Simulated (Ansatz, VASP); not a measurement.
## One calculation of Sb, two programs

The input INCAR:

```
SYSTEM = Sb
ALGO = Normal
EDIFF = 1E-6
ENCUT = 520
GGA = RP
ISIF = 2
ISMEAR = -1
LASPH = .TRUE.
LCHARG = .FALSE.
LREAL = .FALSE.
LWAVE = .FALSE.
NBANDS = 8
NELM = 100
PREC = Accurate
SIGMA = 0.1
```

The input KPOINTS:

```
k-points
0
G
  13 13 13
  0 0 0
```

POSCAR

```
Sb
1.0
    0.0000000000      2.3117936038      2.3117936038
    2.3117936038      0.0000000000      2.3117936038
    2.3117936038      2.3117936038      0.0000000000
Sb
1
Direct
    0.0000000000      0.0000000000      0.0000000000
```

Input for Ansatz:

```yaml
crystal:
  lattice:
    - [0.0, 2.3117936038, 2.3117936038]
    - [2.3117936038, 0.0, 2.3117936038]
    - [2.3117936038, 2.3117936038, 0.0]
  atoms:
    - { symbol: Sb, position: [0.0, 0.0, 0.0] }
hamiltonian:
  xc: rpbe
  pseudopotentials:
    kind: paw
    azcp:
      Sb: "pseudopotentials/Sb.paw.azcp"
basis:
  ecutwfc: 420
  fft_grid_basis: typed
kpoints:
  mp_grid: { grid: [13, 13, 13], shift: [0, 0, 0] }
magnetization:
  spin_polarized: false
scf:
  occupations: { method: fermi_dirac, width: 0.1 }
  lower_state_search: "off"
output:
  stress: true
```

Alike in both runs: task single point; functional RPBE; k mesh 13 × 13 × 13; occupations fermi-dirac, width 0.1 eV; no spin polarisation.

|  | VASP | Ansatz |
| --- | --- | --- |
| version | VASP 6.6.1 | Ansatz 0.2.0 |
| potentials or method | VASP PAW PBE potentials, release 64 (Sb) | plane waves (420 eV) with PAW, scalar-relativistic |
| plane-wave cutoff (eV) | 520 | 420 |
| valence electrons in the cell | 5 | 15 |

```tsv
	VASP	Ansatz	Ansatz less VASP
pressure (GPa)	9.1	9.3	+0.24
```

The two sets of potentials don't hold the same shells in valence.

Caveats: the PAW data sets were made with another functional, which shifts forces and pressure a little (VASP). Spin-orbit coupling is left out, which matters for the levels of Sb.
